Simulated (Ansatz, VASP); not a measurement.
## WC in VASP and in Ansatz

```
W C
1.0
     0.00000    2.16159    2.16159
     2.16159    0.00000    2.16159
     2.16159    2.16159    0.00000
W C
1 1
Cartesian
  0.0000 0.0000 0.0000
  2.1616 2.1616 2.1616
```

Alike in both runs: functional LDA; k mesh 17 × 17 × 17; occupations fermi-dirac, width 0.1 eV; no spin polarisation.

Ansatz relaxed the structure, and its values are those at the end. VASP's run is a single point on that final structure, the one shown.

|  | VASP | Ansatz |
| --- | --- | --- |
| version | VASP 6.6.1 | Ansatz 0.2.0 |
| potentials or method | VASP PAW LDA potentials, release 64 (W_sv, C) | PAW with Ansatz's default frozen-core files, scalar-relativistic |
| plane-wave cutoff (eV) | 520 | 420 |
| valence electrons in the cell | 18 | 18 |

|  | VASP | Ansatz | Ansatz less VASP |
| --- | --- | --- | --- |
| pressure (GPa) | 2.4 | 0.0 | -2.43 |

The runs have no spin-orbit coupling, so splittings on W are missing.
